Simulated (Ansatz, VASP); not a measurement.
**One calculation of Mg, two programs**

```
Mg
1.0
     3.04943    0.00000    0.00000
     0.00000    3.04943    0.00000
     0.00000    0.00000    3.04943
Mg
1
Direct
  0.00000 0.00000 0.00000
```

Alike in both runs: task single point; functional BLYP; k mesh 11 × 11 × 11; occupations fermi-dirac, width 0.1 eV; no spin polarisation.

```csv
,VASP,Ansatz
version,VASP 6.6.1,Ansatz 0.2.0
potentials or method,"VASP PAW PBE potentials, release 64 (Mg)","plane waves (420 eV) with PAW, scalar-relativistic"
plane-wave cutoff (eV),520,420
valence electrons in the cell,2,10
```

```tsv
	VASP	Ansatz	Ansatz less VASP
pressure (GPa)	0.8	0.8	0.00
```

The two sets of potentials don't hold the same shells in valence.

Caveats: the PAW data sets were made with another functional, which shifts forces and pressure a little (VASP).
